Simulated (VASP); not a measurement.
Input of a VASP 6.6.1 run:

Contents of INCAR:

```
SYSTEM = C
ALGO = Fast
EDIFF = 1E-8
ENCUT = 520
GGA = PE
IBRION = 6
ISIF = 2
ISMEAR = 0
IVDW = 12
KPAR = 4
LASPH = .True.
LCHARG = .False.
LREAL = .False.
LWAVE = .False.
NBANDS = 16
NELM = 60
NFREE = 2
NSW = 1
POTIM = 0.015
PREC = Accurate
SIGMA = 0.02
```

The input KPOINTS:

```
k-points
0
Gamma
  15 15 6
  0 0 0
```

Contents of POSCAR:

```
C
1.0
    2.4640000000      0.0000000000      0.0000000000
   -1.2320000000      2.1338865900      0.0000000000
    0.0000000000      0.0000000000      6.7660000000
C
4
Direct
    0.0000000000      0.0000000000      0.7500000000
    0.0000000000      0.0000000000      0.2500000000
    0.3333333300      0.6666666700      0.7500000000
    0.6666666700      0.3333333300      0.2500000000
```

Potentials or basis: VASP PAW PBE potentials, release 64 (C).

Launch:

```console
$ cat potpaw_PBE.64/C/POTCAR > POTCAR
$ mpirun -np 4 vasp_std > vasp.out
```

(1) Estimate the dispersion energy per atom.

(2) Predict the highest phonon frequency at Γ.

## Answers

(1) -0.155 eV.

(2) 1546 cm⁻¹.

Caveat: some modes are imaginary.
